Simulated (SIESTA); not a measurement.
Runs of SIESTA 5.4.2 on MnO. It takes space group Fm-3m (No. 225, cubic). The conventional cell has a = 4.448 Å, b = 4.448 Å, c = 4.448 Å, α = 90.00°, β = 90.00°, γ = 90.00°. Mn (site symmetry m-3m) is surrounded by 6 O at 2.22 Å. Around O (site symmetry m-3m) lie 6 Mn at 2.22 Å. The cell is a database's computed one.

```tsv
task	level	potentials or basis	cell	k mesh	gap on the mesh (eV)	pressure (GPa)	moment (μB)
band structure	LDA	PseudoDojo 0.4 standard (LDA files), DZP (energy shift 0.003 Ry; two zetas on semicore shells)	as given	10 × 10 × 10	none	-14.9	4.66
band structure	PBE	PseudoDojo 0.4 standard (PBE files), DZP (energy shift 0.003 Ry; two zetas on semicore shells)	as given	10 × 10 × 10	none	(a)	4.83
single point	PBEsol	PseudoDojo 0.4 standard (PBEsol files), DZP (energy shift 0.003 Ry; two zetas on semicore shells)	as given	10 × 10 × 10	none	-5.9	4.80
single point	PBEsol	PseudoDojo 0.4 standard (PBEsol files), DZP (energy shift 0.003 Ry; two zetas on semicore shells)	atoms moved at random, drawn with an rms of 0.05 Å	10 × 10 × 10	none	-5.3	4.80
band structure	PBEsol	PseudoDojo 0.4 standard (PBEsol files), DZP (energy shift 0.003 Ry; two zetas on semicore shells)	as given	10 × 10 × 10	none	-5.9	4.80
```

Alike in all rows: spin collinear, ferromagnetic start; smearing fermi-dirac 0.05 eV; grid cutoff 800 Ry; energy shift 0.003 Ry.

Problem. Fill in the values left out.

Solution. (a) 1.5.

Caveats: short orbitals over semicore shells can move pressures by several GPa; the basis of atomic orbitals isn't converged, which shifts pressures, moduli and gaps; a cell with one magnetic atom can't hold antiferromagnetic order, which such compounds often take; semilocal functionals often make such compounds metallic where correlation or magnetic order opens a gap, which also shifts bond lengths.

A gap of «none» marks a metal or a gap under the smearing width.
